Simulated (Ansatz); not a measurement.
Input and output of a single-point calculation on fluorite SnO2 (Ansatz, PBE+SOC). Cell and atoms come from a relaxation with r2SCAN.

```yaml
crystal:
  lattice:
    - [0.0, 2.5334667554, 2.5334667554]
    - [2.5334667554, 0.0, 2.5334667554]
    - [2.5334667554, 2.5334667554, 0.0]
  atoms:
    - { symbol: Sn, position: [0.0, 0.0, 0.0] }
    - { symbol: O, position: [0.25, 0.25, 0.25] }
    - { symbol: O, position: [0.75, 0.75, 0.75] }
kpoints:
  mp_grid: { grid: [8, 8, 8] }
  band_path:
    path:
      - [0.0, 0.0, 0.0]
      - [0.5, 0.0, 0.5]
      - [0.625, 0.25, 0.625]
      - [0.375, 0.375, 0.75]
      - [0.5, 0.5, 0.5]
      - [0.5, 0.25, 0.75]
      - [0.25, -0.5, -0.25]
    npoints: 1
hamiltonian:
  xc: pbe
scf:
  occupations: { method: fermi_dirac, width: 0.02 }
  n_extra_bands: 8
magnetization:
  noncollinear: true
  spin_orbit: true
output:
  forces: true
  stress: true
  eigenvalues: true
```

Some lines of the output have been replaced by numbered gaps.
```
scf.n_extra_bands = 8 over 26 filled bands (N_el = 26.0): the run solves 34 bands
Pseudopotential: Sn, paw_fr, valence charge 14, recommended cutoff 420 eV (normal)
Pseudopotential: O, paw_fr, valence charge 6, recommended cutoff 420 eV (normal)
Functional definition: PBE
  parameter kappa = 0.804
  parameter beta = 0.06672455060314922
  exchange = pbe_x(kappa = kappa, mu = beta*pi^2/3)
  correlation = pbe_c(beta = beta)
Crystal: 3 atoms, lattice volume = 32.522 Å³
Basis set: ecut = 420 eV, 609 PW (Γ)
[1]
SCF 1 converged in 7 iterations: F = -7160.315868 eV  dr2 = 3.52e-9
Free energy (F): -7160.315868 eV
[2]
--- Per-component energies (eV) ---
  E_band       = -7.396902
  E_kinetic    = 543.308511
  E_local      = -1181.555794
  E_nonlocal   = 67.324881
  E_hartree    = 645.683726
  E_xc         = -528.199699
  E_vxc        = -282.793140
  E_paw        = -4466.546845
  E_vpaw       = -445.052343
  E_ewald      = -2240.335576
  E_smearing   = -0.000002
--- Stress (GPa, compression-positive) ---
[3]
--- Band table (eV; the first three rows and the last of 29) ---
[4]
```

The rows of the band table are 0: (0, 0, 0) = Γ, 1: (0, 0, 1/8), 2: (0, 0, 1/4), 28: (1/4, -1/2, -1/4) = W.

Q: What stood in the gaps? They hold the stress, the Fermi energy and the band table, the symmetry found.

A:
```
[1]
Symmetry: 48 space group operations + 48 with time reversal
Magnetic group: BNS 225.117 (UNI 1619)
[2]
Fermi energy:    11.935676 eV
[3]
        9.258690       0.000000       0.000000
        0.000000       9.258690       0.000000
        0.000000       0.000000       9.258690
  P = ⅓ Tr σ = 9.2587 GPa (92.587 kbar)
[4]
  k-point 0: bands = […, 8.8540, 8.8540, 10.2745, 10.2745, 10.4154, 10.4154, 10.4154, 10.4154, 12.0620, 12.0620, 18.3907, 18.3907, 19.1647, 19.1647, …]
  k-point 1: bands = […, 8.7614, 8.7614, 9.4782, 9.4782, 10.2219, 10.2219, 10.2982, 10.2982, 13.3839, 13.3839, 18.5569, 18.5569, 19.2555, 19.2555, …]
  k-point 2: bands = […, 8.5984, 8.5984, 8.6835, 8.6835, 9.9822, 9.9822, 10.0193, 10.0193, 15.1024, 15.1024, 18.8461, 18.8461, 20.1130, 20.1130, …]
  k-point 28: bands = […, 8.5573, 8.5573, 8.6327, 8.6327, 11.4500, 11.4500, 11.7693, 11.7693, 16.2904, 16.2904, 20.9684, 20.9684, 21.3140, 21.3140, …]
```
Only the leading digits can be foreseen; the rest is this run's record.

PBE+SOC gives an indirect gap of 0.29 eV, from W to Γ; the least direct gap is 1.65 eV at Γ. At this geometry PBE+SOC finds +9.26 GPa, compression counted positive: its own equilibrium volume is larger.

Command: `ansatz run input.yaml --threads 2 --pin off --max-ram 2211MiB --backend cpu --events-out ev --progress --plain --runs-dir out`. Wall time 3.8 s on 2 threads of Arm Neoverse V1 (shared host); peak host memory 0.41 GiB.

These are computed values for a non-magnetic cell that may be hypothetical; none is a measurement.
